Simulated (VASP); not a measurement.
# Zn2Ga2O3 (P-3m1) in VASP: notebook

One crystal, Zn2Ga2O3, is run at these levels: PBE; tasks: relaxation of cell and atoms.

All numbers are computed with VASP 6.6.1; they aren't measurements. Logs are shortened: lines on timing, memory, paths and dates and some standing lists are left out, and cuts for length are marked.

### 1 Starting point

Symmetry: P-3m1, No. 164, trigonal system. The conventional cell has a = 2.996 Å, b = 2.996 Å, c = 12.620 Å, α = 90.00°, β = 90.00°, γ = 120.00°. Around Zn (site symmetry 3m) lie 9 Zn at 2.72 to 3.00 Å. Around Ga (site symmetry 3m) lie 3 O at 1.89 Å. O (site symmetry 3m) is surrounded by 3 Ga at 1.89 Å. O (site symmetry -3m) has 6 Ga at 2.23 Å as nearest neighbours.

The cell was built by a generator and needn't be a form met in nature.

### 2 Relaxation of cell and atoms, PBE

Contents of INCAR:

```
ALGO = Normal ; EDIFF = 1E-6
EDIFFG = -0.01 ; ENCUT = 520
GGA = PE ; IBRION = 2
ISIF = 3 ; ISMEAR = 0
KPAR = 4 ; LASPH = T
LCHARG = F ; LREAL = F
LWAVE = F ; NELM = 120
NSW = 90 ; PREC = Accurate
SIGMA = 0.1
```

Contents of KPOINTS:

```
k-points
0
Gamma
  12 12 4
```

Contents of POSCAR:

```
Zn2Ga2O3
1.0
    2.9961679600      0.0000000000      0.0000000000
   -1.4980839800      2.5947575700      0.0000000000
    0.0000000000      0.0000000000     12.6200000000
Zn Ga O
2 2 3
Direct
    0.3333333300      0.6666666700      0.4170364500
    0.6666666700      0.3333333300      0.5829635500
    0.3333333300      0.6666666700      0.1119651300
    0.6666666700      0.3333333300      0.8880348700
    0.6666666700      0.3333333300      0.1729001600
    0.3333333300      0.6666666700      0.8270998400
    0.0000000000      0.0000000000      0.0000000000
```

Potentials or basis: VASP PAW PBE potentials, release 64 (Zn, Ga_d, O).

Run with:

```sh
$ cat potpaw_PBE.64/Zn/POTCAR potpaw_PBE.64/Ga_d/POTCAR potpaw_PBE.64/O/POTCAR > POTCAR
$ mpirun -np 4 vasp_std > vasp.out
```

OUTCAR:

```text
EDIFF = 1E-6
   EDIFFG = -0.01
   ENCUT = 520
   GGA = PE
   IBRION = 2
   ISIF = 3
   ISMEAR = 0
   LASPH = T
   LREAL = F
   NELM = 120
   NSW = 90
   PREC = Accurate

 ion  position               nearest neighbor table
   1  0.333  0.667  0.417-   2 2.72   2 2.72   2 2.72
   2  0.667  0.333  0.583-   1 2.72   1 2.72   1 2.72
   3  0.333  0.667  0.112-   5 1.89   5 1.89   5 1.89   7 2.23   7 2.23   7 2.23
   4  0.667  0.333  0.888-   6 1.89   6 1.89   6 1.89   7 2.23   7 2.23   7 2.23
   5  0.667  0.333  0.173-   3 1.89   3 1.89   3 1.89
   6  0.333  0.667  0.827-   4 1.89   4 1.89   4 1.89
   7  0.000  0.000  0.000-   3 2.23   4 2.23   4 2.23   3 2.23   4 2.23   3 2.23

  LATTYP: Found a hexagonal cell.
 ALAT       =     2.9961679600
 C/A-ratio  =     4.2120469107

  Lattice vectors:

 A1 = (   2.9961679600,   0.0000000000,   0.0000000000)
 A2 = (  -1.4980839800,   2.5947575700,   0.0000000000)
 A3 = (   0.0000000000,   0.0000000000,  12.6200000000)

Analysis of symmetry for initial positions (statically):
=====================================================================
 Subroutine PRICEL returns:
 Original cell was already a primitive cell.

 Routine SETGRP: Setting up the symmetry group for a
 hexagonal supercell.

 Subroutine GETGRP returns: Found 12 space group operations
 (whereof 12 operations were pure point group operations)
 out of a pool of 24 trial point group operations.

The static configuration has the point symmetry D_3d.

Analysis of symmetry for dynamics (positions and initial velocities):
=====================================================================
 Subroutine PRICEL returns:
 Original cell was already a primitive cell.

 Routine SETGRP: Setting up the symmetry group for a
 hexagonal supercell.

 Subroutine GETGRP returns: Found 12 space group operations
 (whereof 12 operations were pure point group operations)
 out of a pool of 24 trial point group operations.

The dynamic configuration has the point symmetry D_3d.

 Subroutine INISYM returns: Found 12 space group operations
 (whereof 12 operations are pure point group operations),
 and found     1 'primitive' translations

----------------------------------------------------------------------------------------

                                     Primitive cell

  volume of cell :      98.1120

  direct lattice vectors                    reciprocal lattice vectors
     2.996167960  0.000000000  0.000000000     0.333759660  0.192696229  0.000000000
    -1.498083980  2.594757570  0.000000000     0.000000000  0.385392459  0.000000000
     0.000000000  0.000000000 12.620000000     0.000000000  0.000000000  0.079239303

  length of vectors
     2.996167960  2.996167962 12.620000000     0.385392459  0.385392459  0.079239303

  position of ions in fractional coordinates (direct lattice)
     0.333333330  0.666666670  0.417036450
     0.666666670  0.333333330  0.582963550
     0.333333330  0.666666670  0.111965130
     0.666666670  0.333333330  0.888034870
     0.666666670  0.333333330  0.172900160
     0.333333330  0.666666670  0.827099840
     0.000000000  0.000000000  0.000000000

  ion indices of the primitive-cell ions
   primitive index   ion index
                 1           1
                 2           2
                 3           3
                 4           4
                 5           5
                 6           6
                 7           7

----------------------------------------------------------------------------------------

 KPOINTS: k-points

Automatic generation of k-mesh.
 Grid dimensions read from file:
 generate k-points for:   12   12    4

 Generating k-lattice:

  Cartesian coordinates                     Fractional coordinates (reciprocal lattice)
     0.027813305  0.016058019  0.000000000     0.083333333 -0.000000000  0.000000000
     0.000000000  0.032116038  0.000000000     0.000000000  0.083333333  0.000000000
     0.000000000  0.000000000  0.019809826     0.000000000  0.000000000  0.250000000

  Length of vectors
     0.032116038  0.032116038  0.019809826

  Shift w.r.t. Gamma in fractional coordinates (k-lattice)
     0.000000000  0.000000000  0.000000000

 Subroutine IBZKPT returns following result:
 ===========================================

 Found     69 irreducible k-points:

 Following reciprocal coordinates:
            Coordinates               Weight
  0.000000  0.000000  0.000000      1.000000
  0.083333 -0.000000  0.000000      6.000000
  0.166667  0.000000  0.000000      6.000000
  0.250000  0.000000  0.000000      6.000000
  0.333333  0.000000  0.000000      6.000000
  0.416667  0.000000  0.000000      6.000000
[... 16 lines left out ...]
  0.166667  0.000000  0.250000      6.000000
  0.000000  0.166667  0.250000      6.000000
 [... further k-points ...]
   k-points           NKPTS =     69   k-points in BZ     NKDIM =     69   number of bands    NBANDS=     40
   number of dos      NEDOS =    301   number of ions     NIONS =      7
   total plane-waves  NPLWV =  55296
   dimension x,y,z NGX =    24 NGY =   24 NGZ =   96
   dimension x,y,z NGXF=    48 NGYF=   48 NGZF=  192
   ions per type =               2   2   3
   NGX,Y,Z   is equivalent  to a cutoff of  13.32, 13.32, 12.65 a.u.
   NGXF,Y,Z  is equivalent  to a cutoff of  26.63, 26.63, 25.29 a.u.
 SYSTEM =  unknown system
   PREC   = accura    normal or accurate (medium, high low for compatibility)
   ISTART =      0    job   : 0-new  1-cont  2-samecut
   ICHARG =      2    charge: 1-file 2-atom 10-const
   ISPIN  =      1    spin polarized calculation?
   LNONCOLLINEAR =      F non collinear calculations
   LSORBIT =      F    spin-orbit coupling
   LASPH  =      T    aspherical Exc in radial PAW
   ENCUT  =  520.0 eV  38.22 Ry    6.18 a.u.   5.57  5.57 23.46*2*pi/ulx,y,z
   NELM   =    120;   NELMIN=  2; NELMDL= -5     # of ELM steps
   EDIFF  = 0.1E-05   stopping-criterion for ELM
   LREAL  =      F    real-space projection
   EDIFFG = -.1E-01   stopping-criterion for IOM
   NSW    =     90    number of steps for IOM
   IBRION =      2    ionic relax: 0-MD 1-quasi-New 2-CG
   NFREE  =      1    steps in history (QN), initial steepest desc. (CG)
   ISIF   =      3    stress and relaxation
   ISYM   =      2    0-nonsym 1-usesym 2-fastsym
   POTIM  = 0.5000    time-step for ionic-motion
   TEBEG  =    0.0;   TEEND  =   0.0 temperature during run
   PSTRESS=    0.0 pullay stress
   NELECT =      68.0000    total number of electrons
   NUPDOWN=      -1.0000    fix difference up-down
   EMIN   =  10.00;   EMAX   =-10.00  energy-range for DOS
   EFERMI =   0.00;   METHOD = LEGACY
   ISMEAR =     0;   SIGMA  =   0.10  broadening in eV -4-tet -1-fermi 0-gaus
   EFERMI_NEDOS =   21; number of points for ismear=-14 and -15
   IALGO  =     38    algorithm
   IMIX   =      4    mixing-type and parameters
     AMIX     =   0.40;   BMIX     =  1.00
     AMIX_MAG =   1.60;   BMIX_MAG =  1.00
  volume/ion in A,a.u.               =      14.02        94.58
  Fermi-wavevector in a.u.,A,eV,Ry     =   1.448784  2.737805 28.558298  2.098976
  Thomas-Fermi vector in A             =   2.566586
   LORBIT       =      0    0 simple, 1 ext, 2 COOP (PROOUT), +10 PAW based schemes
   GGA     = PE    functional components
   LHFCALC =     F    Hartree Fock is set to
   AEXX    =    0.0000 exact exchange contribution
   IVDW    =     0    specifies the selected vdW correction
   LEPSILON=     F    determine dielectric tensor
   LRPA    =     F    only Hartree local field effects (RPA)
 conjugate gradient relaxation of ions
 non-spin polarized calculation
 Gauss-broadening in eV      SIGMA  =   0.10
  energy-cutoff  :      520.00
  volume of cell :       98.11
 maximum number of plane-waves:      2687
 NGX is ok and might be reduce to    24
   NGX = 11   NGY = 11   NGZ = 47

--------------------------------------- Ionic step        1  -------------------------------------------

 number of electron      68.0000018 magnetization

 Free energy of the ion-electron system (eV)
  ---------------------------------------------------
  ext. energy  EPLUGINS =         0.00000000
  ---------------------------------------------------
  free energy    TOTEN  =       -30.41492237 eV

  energy without entropy =      -30.40436111  energy(sigma->0) =      -30.40964174

------------------------ aborting loop because EDIFF is reached ----------------------------------------

  FORCE on cell =-STRESS in cart. coord.  units (eV):
  Direction    XX          YY          ZZ          XY          YZ          ZX
  --------------------------------------------------------------------------------------
  -------------------------------------------------------------------------------------
  Total        0.5755481      0.5755481      1.3220725      0.0000000     -0.0000000     -0.0000000
  in kB        9.3987458      9.3987458     21.5895477      0.0000000     -0.0000000     -0.0000000
  external PRESSURE =      13.4623464 kB  Pullay stress =       0.0000000 kB
[... 104 lines left out ...]
  FREE ENERGIE OF THE ION-ELECTRON SYSTEM (eV)
  ---------------------------------------------------
  free  energy   TOTEN  =       -30.4223968747 eV

  energy  without entropy=      -30.4116269974  energy(sigma->0) =      -30.41701194

[... ionic steps 4 to 39 ...]

--------------------------------------- Ionic step       40  -------------------------------------------

 number of electron      67.9999988 magnetization

------------------------ aborting loop because EDIFF is reached ----------------------------------------

  FORCE on cell =-STRESS in cart. coord.  units (eV):
  Direction    XX          YY          ZZ          XY          YZ          ZX
  --------------------------------------------------------------------------------------
  -------------------------------------------------------------------------------------
  Total        0.0024898      0.0024898     -0.1094397      0.0000000      0.0000000      0.0000000
  in kB        0.0383524      0.0383524     -1.6858016      0.0000000      0.0000000      0.0000000
  external PRESSURE =      -0.5363656 kB  Pullay stress =       0.0000000 kB
[... 67 lines left out ...]
  energy  without entropy=      -30.4572491654  energy(sigma->0) =      -30.45836528

--------------------------------------- Ionic step       42  -------------------------------------------

 number of electron      67.9999988 magnetization

 Free energy of the ion-electron system (eV)
  ---------------------------------------------------
  ext. energy  EPLUGINS =         0.00000000
  ---------------------------------------------------
  free energy    TOTEN  =       -30.45952307 eV

  energy without entropy =      -30.45727438  energy(sigma->0) =      -30.45839872

 E-fermi :   3.6966     XC(G=0): -10.1863

 val. band max:        3.6873353230   @ k =   0.0833   0.0833   0.2500
 cond. band min:       3.7927059706   @ k =   0.1667   0.0000   0.0000
 fundamental gap:      0.1053706476
 Fermi energy:         3.6966221465

 k-point     1 :       0.0000    0.0000    0.0000
  band No.  band energies     occupation
      1     -18.3642      2.00000
      2     -17.6939      2.00000
      3     -16.4692      2.00000
      4     -12.5464      2.00000
      5     -12.5464      2.00000
      6     -12.5034      2.00000
[... 1021 lines left out ...]
     39       9.2512      0.00000
     40      10.4807      0.00000

 [... further k-points ...]

------------------------ aborting loop because EDIFF is reached ----------------------------------------

  FORCE on cell =-STRESS in cart. coord.  units (eV):
  Direction    XX          YY          ZZ          XY          YZ          ZX
  --------------------------------------------------------------------------------------
  -------------------------------------------------------------------------------------
  Total        0.0433114      0.0433114     -0.0177706      0.0000000     -0.0000000      0.0000000
  in kB        0.6673114      0.6673114     -0.2737972      0.0000000     -0.0000000      0.0000000
  external PRESSURE =       0.3536086 kB  Pullay stress =       0.0000000 kB
[... 22 lines left out ...]
  FREE ENERGIE OF THE ION-ELECTRON SYSTEM (eV)
  ---------------------------------------------------
  free  energy   TOTEN  =       -30.4595230657 eV

  energy  without entropy=      -30.4572743762  energy(sigma->0) =      -30.45839872

 reached required accuracy - stopping structural energy minimisation
```

It took 27 min on 4 MPI ranks of Intel Xeon Platinum 8559C (Emerald Rapids), shared host; peak memory 0.4 GiB.

Results:

* Free energy: -30.4595 eV
* Relaxed volume: 14.86 Å³/atom
* Relaxed cell: a = 2.980 Å, b = 2.980 Å, c = 13.521 Å, α = 90.00°, β = 90.00°, γ = 120.00°
* Space group after relaxing (to 0.05 Å): P-3m1 (No. 164)
* Energy gained by relaxing: 6.4 meV/atom
* Ionic steps: 42
* Pressure after relaxing: 0.0 GPa
* Largest force after relaxing: 0.008 eV/Å
* Band gap on the k mesh: none (metal or under the smearing width)

Forces on the atoms (eV/Å):
```
Zn   0.000  0.000 -0.008
Zn   0.000  0.000  0.008
Ga   0.000  0.000  0.002
Ga   0.000  0.000 -0.002
O    0.000  0.000 -0.007
O    0.000  0.000  0.007
O    0.000  0.000  0.000
```

Stress tensor (GPa, compression positive):
```
 0.07  0.00  0.00
 0.00  0.07  0.00
 0.00  0.00 -0.03
```

The path:
```tsv
step	energy change (eV)	largest force (eV/Å)	pressure (GPa)	volume (Å³)
1	0.0000	0.1196	1.35	98.11
3	-0.0075	0.0976	-0.14	99.46
5	-0.0126	0.1831	-0.05	99.94
7	-0.0176	0.1492	0.27	100.16
9	-0.0180	0.1739	0.40	100.23
11	-0.0261	0.1183	0.23	101.50
13	-0.0328	0.0749	-0.06	104.29
15	-0.0373	0.1509	0.36	105.12
17	-0.0380	0.1154	0.22	105.15
19	-0.0391	0.0743	0.05	105.67
21	-0.0405	0.0700	-0.12	105.71
23	-0.0407	0.0740	-0.17	105.72
25	-0.0417	0.0607	0.15	105.36
27	-0.0428	0.0490	-0.23	105.49
29	-0.0435	0.0241	0.00	105.03
31	-0.0439	0.0251	-0.04	104.86
33	-0.0436	0.1029	-0.40	104.05
35	-0.0443	0.0457	-0.18	104.42
37	-0.0445	0.0127	0.00	103.97
39	-0.0445	0.0150	-0.01	104.00
41	-0.0446	0.0126	-0.02	104.01
42	-0.0446	0.0078	0.04	103.99
```

Final structure:
```xyz
7
Lattice="2.9800 0.0000 0.0000 -1.4900 2.5808 0.0000 0.0000 0.0000 13.5211" Properties=species:S:1:pos:R:3 pbc="T T T"
Zn    0.0000    1.7205    5.6048
Zn    1.4900    0.8603    7.9163
Ga    0.0000    1.7205    1.4239
Ga    1.4900    0.8603   12.0972
O     1.4900    0.8603    2.2096
O     0.0000    1.7205   11.3115
O     0.0000    0.0000    0.0000
```

Levels at points of the mesh, in eV from the Fermi level:
```csv
k point,band 31,band 32,band 33,band 34,band 35,band 36,band 37,band 38
"(0.00, 0.00, 0.00)",-4.15,-4.03,-4.03,-3.63,-1.11,0.36,1.77,3.30
"(0.50, 0.00, 0.00)",-3.98,-3.80,-2.03,-1.85,0.98,1.04,1.09,4.07
"(0.00, 0.00, 0.50)",-4.15,-4.03,-4.03,-4.02,-0.51,-0.32,2.08,3.17
"(0.50, 0.00, 0.50)",-3.98,-3.80,-2.04,-1.84,0.87,1.01,1.25,3.94
```

### 3 Relaxation of cell and atoms, PBE

This run uses another cell than the first one, of 14.86 Å³/atom, 1.060 times its volume.

Contents of INCAR:

```
ALGO = Normal ; EDIFF = 1E-7
EDIFFG = -0.005 ; ENCUT = 520
GGA = PE ; IBRION = 2
ISIF = 3 ; ISMEAR = 0
KPAR = 4 ; LASPH = T
LCHARG = F ; LREAL = F
LWAVE = F ; NELM = 120
NSW = 60 ; POTIM = 0.3
PREC = Accurate ; SIGMA = 0.1
```

KPOINTS is that of step 2.

Contents of POSCAR:

```
Zn2Ga2O3                                
1.0
    2.9800338260     -0.0000000000     -0.0000000000
   -1.4900169130      2.5807850001     -0.0000000000
   -0.0000000000     -0.0000000000     13.5210772013
  Zn              Ga              O             
     2     2     3
Direct
     0.3333333300000021    0.6666666699999979    0.4145216414088777
     0.6666666699999979    0.3333333300000021    0.5854783585911217
     0.3333333300000021    0.6666666699999979    0.1053107511113327
     0.6666666699999979    0.3333333300000021    0.8946892488886675
     0.6666666699999979    0.3333333300000021    0.1634173717272328
     0.3333333300000021    0.6666666699999979    0.8365826282727671
     0.0000000000000000    0.0000000000000000    0.0000000000000000
```

Potentials or basis: VASP PAW PBE potentials, release 64 (Zn, Ga_d, O).

Run with:

```sh
$ cat potpaw_PBE.64/Zn/POTCAR potpaw_PBE.64/Ga_d/POTCAR potpaw_PBE.64/O/POTCAR > POTCAR
$ mpirun -np 4 vasp_std > vasp.out
```

Run time: 20 min. Hardware: 4 MPI ranks of Intel Xeon Platinum 8559C (Emerald Rapids), shared host; peak memory 0.41 GiB.

It converged, with:

| Quantity | Value |
| --- | --- |
| Free energy | -30.4701 eV |
| Relaxed volume | 15.14 Å³/atom |
| Relaxed cell | a = 2.980 Å, b = 2.980 Å, c = 13.776 Å, α = 90.00°, β = 90.00°, γ = 120.00° |
| Space group after relaxing (to 0.05 Å) | P-3m1 (No. 164) |
| Energy gained by relaxing | 0.2 meV/atom |
| Ionic steps | 24 |
| Pressure after relaxing | 0.0 GPa |
| Largest force after relaxing | 0.005 eV/Å |
| Band gap on the k mesh | none (metal or under the smearing width) |

Forces on the atoms (eV/Å):
```
Zn   0.000  0.000  0.001
Zn   0.000  0.000 -0.001
Ga   0.000  0.000 -0.005
Ga   0.000  0.000  0.005
O    0.000  0.000  0.003
O    0.000  0.000 -0.003
O    0.000  0.000  0.000
```

Step by step:
```
step  energy change (eV)  largest force (eV/Å)  pressure (GPa)  volume (Å³)
   1              0.0000                0.0082            0.16       103.99
   2             -0.0001                0.0163            0.05       104.12
   3             -0.0002                0.0254           -0.05       104.25
   4             -0.0002                0.0199           -0.03       104.27
   5             -0.0003                0.0367            0.00       104.31
   6             -0.0003                0.0721            0.07       104.39
   7             -0.0003                0.0489            0.03       104.34
   8             -0.0004                0.0438            0.03       104.36
   9             -0.0005                0.0291            0.03       104.43
  10             -0.0007                0.0263            0.04       104.57
  11             -0.0006                0.0594            0.06       104.84
  12             -0.0007                0.0351            0.04       104.66
  13             -0.0009                0.0286            0.04       104.75
  14             -0.0011                0.0263            0.03       105.03
  15             -0.0012                0.0311            0.00       105.57
  16             -0.0012                0.0280            0.01       105.31
  17             -0.0014                0.0250           -0.01       105.41
  18             -0.0016                0.0152           -0.05       105.71
  19             -0.0016                0.0166           -0.15       106.31
  20             -0.0017                0.0072           -0.10       106.00
  21             -0.0016                0.0224            0.19       105.86
  22             -0.0017                0.0051           -0.01       105.95
  23             -0.0017                0.0050            0.00       105.95
  24             -0.0017                0.0048            0.01       105.95
```

Final structure:
```
CELL_PARAMETERS angstrom
2.98005 0.00000 0.00000
-1.49003 2.58080 0.00000
0.00000 0.00000 13.77594
ATOMIC_POSITIONS crystal
Zn 0.33333 0.66667 0.41571
Zn 0.66667 0.33333 0.58429
Ga 0.33333 0.66667 0.10343
Ga 0.66667 0.33333 0.89657
O 0.66667 0.33333 0.16032
O 0.33333 0.66667 0.83968
O 0.00000 0.00000 0.00000
```

Levels at points of the mesh, in eV from the Fermi level:
```
           k point  band 32  band 33  band 34  band 35  band 36  band 37
(0.00, 0.00, 0.00)    -3.99    -3.99    -3.67    -1.05     0.27     1.79
(0.50, 0.00, 0.00)    -3.75    -2.02    -1.83     0.98     1.03     1.12
(0.00, 0.00, 0.50)    -3.99    -3.99    -3.97    -0.50    -0.37     2.06
(0.50, 0.00, 0.50)    -3.75    -2.02    -1.83     0.91     1.00     1.25
```
